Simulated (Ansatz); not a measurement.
Relaxed structure of CH3NH2 on the (100) surface of Na, one molecule per 66.5 Å² (the molecule's atoms stand last):

```xyz
23
Lattice="8.1559 0.0000 0.0000 0.0000 8.1559 0.0000 0.0000 0.0000 26.4644" Properties=species:S:1:pos:R:3 pbc="T T T"
Na    2.0390    6.1169    8.0000
Na    2.0390    2.0390    8.0000
Na    6.1169    6.1169    8.0000
Na    6.1169    2.0390    8.0000
Na    4.0779    4.0779   10.0390
Na    4.0779    0.0000   10.0390
Na    0.0000    4.0779   10.0390
Na    0.0000    0.0000   10.0390
Na    6.1185    2.0215   12.1662
Na    6.1309    6.1363   12.1443
Na    2.0345    2.0366   12.1941
Na    2.0239    6.1186   12.1676
Na    0.0088    0.0037   14.4592
Na   -0.0669    4.0957   14.3255
Na    4.0880   -0.0479   14.3396
Na    4.1433    4.1301   14.4325
C     4.1917    3.0309   17.6719
N     3.2569    3.4796   16.6225
H     4.8610    3.8597   17.9377
H     4.8178    2.2201   17.2721
H     3.7010    2.6683   18.5908
H     2.6533    4.2266   16.9795
H     2.6204    2.7146   16.3664
```

Method: DFT PBE+D3(BJ), scalar-relativistic, plane waves, PAW in Ansatz. Plane waves to 420 eV, a k mesh through Γ of 3×3×1 on the computed 23-atom cell and Gaussian smearing (0.10 eV); no spin polarisation. The cell repeats along c with a dipole correction in the vacuum.

The slab and the molecular layer are also computed alone at these places.

Question: How does the adsorption energy per molecule split into interaction and deformation?

Answer: E_ads = -0.523 eV: interaction of the rigid parts -0.538 eV, deformation of the slab +0.009 eV, deformation of the molecule with its lateral interactions +0.006 eV.

Question: How much charge moves across the plane at z = 15.41 Å, midway between slab and molecule?

Answer: About 0.05 electrons a cell move up to the molecule; half the integral of |Δρ| is 0.27 e.

Question: How does the density difference (whole less rigid parts, positive where electrons gather), summed over the plane, run along c?

Answer:
```
z (Å)  Δρ (e/Å)
 6.03    -0.002
 6.18    -0.002
 6.47    -0.002
 6.62    -0.002
 6.91    -0.002
 7.06    -0.001
 7.35     0.000
 7.50     0.001
 7.79     0.002
 7.94     0.003
 8.23     0.005
 8.38     0.005
 8.67     0.006
 8.82     0.006
 9.12     0.004
 9.26     0.003
 9.56     0.000
 9.70    -0.002
10.00    -0.005
10.14    -0.006
10.44    -0.007
10.59    -0.007
10.88    -0.006
11.03    -0.004
11.17    -0.002
11.47     0.003
11.61     0.005
11.91     0.008
12.06     0.009
12.35     0.011
12.50     0.010
12.79     0.006
12.94     0.003
13.23    -0.007
13.38    -0.012
13.67    -0.019
13.82    -0.021
14.11    -0.025
14.26    -0.031
14.56    -0.035
14.70    -0.038
15.00    -0.037
15.14    -0.022
15.44     0.021
15.58     0.042
15.88     0.065
16.03     0.061
16.17     0.047
16.47     0.028
16.61     0.038
16.91     0.020
17.05     0.002
17.35    -0.019
17.50    -0.016
17.79    -0.003
17.94     0.000
18.23    -0.002
18.38    -0.005
18.67    -0.011
18.82    -0.011
19.11    -0.008
19.26    -0.006
19.55    -0.003
19.70    -0.002
20.00    -0.001
20.14    -0.001
20.44     0.000
20.58     0.000
20.88     0.000
21.02     0.000
```

Spin polarisation was left out, and a magnetic state may lie lower.